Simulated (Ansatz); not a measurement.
# TaN: one atom moved over a plane

Aim: for TaN, map the energy of atom 2 (N) over a plane.

Computed with Ansatz 0.2.0 (DFT PBEsol, scalar-relativistic, plane waves, PAW, unless a step's input says otherwise).

2 further runs of the same task are left out: 1 that didn't finish, 1 set aside as unsound or not needed. Runs told in other sessions of the task aren't counted.

### Step 1. The starting structure

It takes space group P-6m2 (No. 187, hexagonal). Conventional cell: a = 2.924 Å, b = 2.924 Å, c = 2.871 Å, α = 90.00°, β = 90.00°, γ = 120.00°. Around Ta (site symmetry -6m2) lie 6 N at 2.22 Å. N (site symmetry -6m2) has 6 Ta at 2.22 Å in its first shell of neighbours.

Coordinates:

```
Ta N
1.0
     2.92399    0.00000    0.00000
    -1.46199    2.53225    0.00000
     0.00000    0.00000    2.87073
Ta N
1 1
Direct
  0.33333 0.66667 0.50000
  0.00000 0.00000 0.00000
```

This cell was relaxed beforehand with the same method: volume 10.63 Å³/atom, gap on the mesh none (metal).

### Step 2. The undisturbed cell

File input.yaml:

```yaml
crystal:
  lattice:
    - [2.9239890448, 0.0, 0.0]
    - [-1.4619945224, 2.5322487931, 0.0]
    - [0.0, 0.0, 2.8707276426]
  atoms:
    - { symbol: Ta, position: [0.3333333333, 0.6666666667, 0.5] }
    - { symbol: "N", position: [0.0, 0.0, 0.0] }
basis:
  ecutwfc: 420
kpoints:
  mp_grid: { grid: [24, 24, 20] }
hamiltonian:
  xc: pbesol
scf:
  occupations: { method: gaussian, width: 0.15 }
output:
  forces: true
  stress: true
  eigenvalues: true
```

Command:

```
> ansatz run input.yaml --threads 2 --pin off --max-ram 5120MiB --backend cpu --events-out ev --progress --plain --runs-dir out
```

### Step 3. Next: one atom moved over a plane

Atom 2 (N) is moved by p along (0.707, 0.707, 0.000) and q along (0.000, 0.000, 1.000) (Å), all else fixed; its images in the other cells move with it. Points alike by symmetry are run once.

### Step 4. p = -0.600, q = -0.600

input.yaml: that of step 2 with these lines changed.

```diff
@@ -7,3 +7,3 @@
     - { symbol: Ta, position: [0.3333333333, 0.6666666667, 0.5] }
-    - { symbol: "N", position: [0.0, 0.0, 0.0] }
+    - { symbol: "N", position: [-0.2288698872, -0.1675443858, -0.2090062433] }
 basis:
```

### Step 5. p = -0.600, q = 0.000

input.yaml: that of step 4 with these lines changed.

```diff
@@ -7,3 +7,3 @@
     - { symbol: Ta, position: [0.3333333333, 0.6666666667, 0.5] }
-    - { symbol: "N", position: [-0.2288698872, -0.1675443858, -0.2090062433] }
+    - { symbol: "N", position: [-0.2288698872, -0.1675443858, 0.0] }
 basis:
```

### Step 6. Point p = 0.000, q = -0.600

input.yaml: that of step 5 with these lines changed.

```diff
@@ -7,3 +7,3 @@
     - { symbol: Ta, position: [0.3333333333, 0.6666666667, 0.5] }
-    - { symbol: "N", position: [-0.2288698872, -0.1675443858, 0.0] }
+    - { symbol: "N", position: [0.0, 0.0, -0.2090062433] }
 basis:
```

### Step 7. Point p = 0.600, q = -0.600

input.yaml: that of step 6 with these lines changed.

```diff
@@ -7,3 +7,3 @@
     - { symbol: Ta, position: [0.3333333333, 0.6666666667, 0.5] }
-    - { symbol: "N", position: [0.0, 0.0, -0.2090062433] }
+    - { symbol: "N", position: [0.2288698872, 0.1675443858, -0.2090062433] }
 basis:
```

### Step 8. Point p = 0.600, q = 0.000

input.yaml: that of step 7 with these lines changed.

```diff
@@ -7,3 +7,3 @@
     - { symbol: Ta, position: [0.3333333333, 0.6666666667, 0.5] }
-    - { symbol: "N", position: [0.2288698872, 0.1675443858, -0.2090062433] }
+    - { symbol: "N", position: [0.2288698872, 0.1675443858, 0.0] }
 basis:
```

### Step 9. Point p = -0.600, q = -0.300

input.yaml: that of step 8 with these lines changed.

```diff
@@ -7,3 +7,3 @@
     - { symbol: Ta, position: [0.3333333333, 0.6666666667, 0.5] }
-    - { symbol: "N", position: [0.2288698872, 0.1675443858, 0.0] }
+    - { symbol: "N", position: [-0.2288698872, -0.1675443858, -0.1045031216] }
 basis:
@@ -20 +20,5 @@
   eigenvalues: true
+  write_density: true
+  write_potential: true
+  elf: true
+  volumetric_format: npy
```

### Step 10. At p = -0.300, q = -0.600

input.yaml: that of step 9 with these lines changed.

```diff
@@ -7,3 +7,3 @@
     - { symbol: Ta, position: [0.3333333333, 0.6666666667, 0.5] }
-    - { symbol: "N", position: [-0.2288698872, -0.1675443858, -0.1045031216] }
+    - { symbol: "N", position: [-0.1144349436, -0.0837721929, -0.2090062433] }
 basis:
@@ -20,5 +20 @@
   eigenvalues: true
-  write_density: true
-  write_potential: true
-  elf: true
-  volumetric_format: npy
```

### Step 11. Point p = -0.300, q = 0.000

input.yaml: that of step 10 with these lines changed.

```diff
@@ -7,3 +7,3 @@
     - { symbol: Ta, position: [0.3333333333, 0.6666666667, 0.5] }
-    - { symbol: "N", position: [-0.1144349436, -0.0837721929, -0.2090062433] }
+    - { symbol: "N", position: [-0.1144349436, -0.0837721929, 0.0] }
 basis:
@@ -20 +20,5 @@
   eigenvalues: true
+  write_density: true
+  write_potential: true
+  elf: true
+  volumetric_format: npy
```

(Steps that only read results are left out.)

What does the calculation give? Wanted: highest point; lowest point away from the origin.

**Answer**, as computed:

```
                         quantity                                        value
                    highest point  10.155 eV/cell at (p, q) = (-0.600, -0.600)
lowest point away from the origin             0.647 eV/cell at (-0.300, 0.000)
```

What this shows: No computed point lies below the origin. Spin-orbit coupling is left out for Ta. Where forces pass 15 eV/Å atoms stand far too close, the PAW spheres overlap strongly and those numbers are rough.
